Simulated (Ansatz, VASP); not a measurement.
# MgS in VASP and in Ansatz

```
Mg S
1.0
     0.00000    2.94411    2.65687
     2.94411    0.00000    2.65687
     2.94411    2.94411    0.00000
Mg S
1 1
Direct
  0.00000 0.00000 0.00000
  0.25000 0.25000 0.25000
```

Change from the starting cell: epitaxial_xy strain +4.0%.

Alike in both runs: task single point; functional PBE; k mesh 8 × 8 × 8; occupations fermi-dirac, width 0.02 eV; no spin polarisation.

```csv
,VASP,Ansatz
version,VASP 6.6.1,Ansatz 0.2.0
potentials or method,"VASP PAW PBE potentials, release 64 (Mg, S)","plane waves, PAW"
plane-wave cutoff (eV),520,420
valence electrons in the cell,8,16
```

|  | VASP | Ansatz | Ansatz less VASP |
| --- | --- | --- | --- |
| gap on the k mesh at the Fermi level (eV) | 3.19 | 3.20 | +0.008 |
| pressure (GPa) | -0.2 | -0.1 | +0.16 |
| largest component of the traceless stress (GPa) | 1.07 | 1.05 | -0.018 |

The functional is the same, so the differences come from potentials, cutoffs and numerics. The two sets of potentials don't hold the same shells in valence.

A k mesh can miss the band edges.
